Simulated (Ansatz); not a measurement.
Here is an unrelaxed guess for TiO₂.

```
CELL_PARAMETERS angstrom
0.00000 4.74472 4.74472
4.74472 0.00000 4.74472
4.74472 4.74472 0.00000
ATOMIC_POSITIONS crystal
Ti 0.25000 0.25000 0.25000
Ti 0.00000 0.00000 0.00000
O 0.12500 0.12500 0.12500
O 0.12500 0.12500 0.62500
O 0.12500 0.62500 0.12500
O 0.62500 0.12500 0.12500
```

Method: DFT PBE, scalar-relativistic, plane waves, PAW (Ansatz). Plane waves to 420 eV, a k mesh through Γ of 4×4×4 on the computed 6-atom cell and Gaussian smearing (0.10 eV); collinear spin from starting moments 1.0 1.0 0.0 0.0 0.0 0.0 μB.

The zero of energy is the elements' standard structures at the same level (O₂ as a molecule); no fitted shifts are applied.

**Question.** What does a single point on this coarse mesh give?

**Answer.** The pressure is -15.4 GPa (it wants to contract), the largest force is 0.00 eV/Å (symmetry fixes the atoms), and the energy is −2.30 eV/atom against the elements. The shortest distance is 2.05 Å.

**Question.** Is it a good guess?

**Answer.** A rough one: relaxing gains about 0.73 eV/atom in 10 ionic steps and ends at −3.027 eV/atom on the finer mesh. The symmetry stays Fd-3m (No. 227). The end has the beta-cristobalite type. The volume per atom shrinks by 30.8 %, from 35.6 to 24.6 Å³. The shortest distance goes from 2.05 Å (Ti–O) to 1.82 Å (Ti–O). Conventional cell: a = 8.394 Å. Around Ti lie 4 O at 1.82 Å; around O lie 2 Ti at 1.82 Å.

The last run used a 6×6×6 mesh for its 6-atom cell and Gaussian smearing of 0.02 eV. The relaxation can't lower the symmetry of the start, and the grade says only how near the guess is to its own end. Symmetry constrained the relaxation, so the result can be a saddle point.
